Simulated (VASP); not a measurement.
Here is a VASP 6.6.1 calculation.

INCAR

```
PREC     = Accurate       # precision mode
ENCUT    = 520            # plane-wave cutoff, eV
EDIFF    = 1E-6           # SCF threshold, eV
ISMEAR   = 0              # smearing method
SIGMA    = 0.02           # smearing width, eV
LREAL    = F              # projectors in reciprocal space
LASPH    = T              # aspherical terms in the spheres
NELM     = 60             # most SCF steps
ALGO     = Fast           # electronic algorithm
ISIF     = 2              # what is computed and relaxed
LWAVE    = F              # write WAVECAR
LCHARG   = F              # write CHGCAR
LMAXMIX  = 4              # l up to which the mixer works
GGA      = PE             # functional
NBANDS   = 28             # bands
```

The input KPOINTS:

```
regular mesh
0
Gamma
  8 8 8
```

Contents of POSCAR:

```
BaTiO3
1.0
    3.9998000000      0.0000000000      0.0000000000
    0.0000000000      3.9998000000      0.0000000000
    0.0000000000      0.0000000000      4.0180000000
Ba Ti O
1 1 3
Direct
    0.0000000000      0.0000000000      0.0000000000
    0.5000000000      0.5000000000      0.4900000000
    0.5000000000      0.5000000000      0.0190000000
    0.5000000000      0.0000000000      0.5170000000
    0.0000000000      0.5000000000      0.5170000000
```

Contents of KPOINTS_OPT:

```
path GXMGZRAZ,XR,MA
10
line-mode
reciprocal
 0.0000000000  0.0000000000  0.0000000000  G
 0.0000000000  0.5000000000  0.0000000000  X

 0.0000000000  0.5000000000  0.0000000000  X
 0.5000000000  0.5000000000  0.0000000000  M

 0.5000000000  0.5000000000  0.0000000000  M
 0.0000000000  0.0000000000  0.0000000000  G

 0.0000000000  0.0000000000  0.0000000000  G
 0.0000000000  0.0000000000  0.5000000000  Z

 0.0000000000  0.0000000000  0.5000000000  Z
 0.0000000000  0.5000000000  0.5000000000  R

 0.0000000000  0.5000000000  0.5000000000  R
 0.5000000000  0.5000000000  0.5000000000  A

 0.5000000000  0.5000000000  0.5000000000  A
 0.0000000000  0.0000000000  0.5000000000  Z

 0.0000000000  0.5000000000  0.0000000000  X
 0.0000000000  0.5000000000  0.5000000000  R

 0.5000000000  0.5000000000  0.0000000000  M
 0.5000000000  0.5000000000  0.5000000000  A
```

Potentials or basis: VASP PAW PBE potentials, release 64 (Ba_sv, Ti_sv, O).

Launch:

```bash
$ cat potpaw_PBE.64/Ba_sv/POTCAR potpaw_PBE.64/Ti_sv/POTCAR potpaw_PBE.64/O/POTCAR > POTCAR
$ mpirun -np 1 vasp_std > vasp.out
```

(1) Estimate the band gap on the k mesh.

(2) Estimate the largest force.

Results:

(1) 1.77 eV, indirect (least direct gap 2.06 eV).

(2) 0.273 eV/Å.

Caveat: spin-orbit coupling is left out, which moves the levels of the heavy elements.
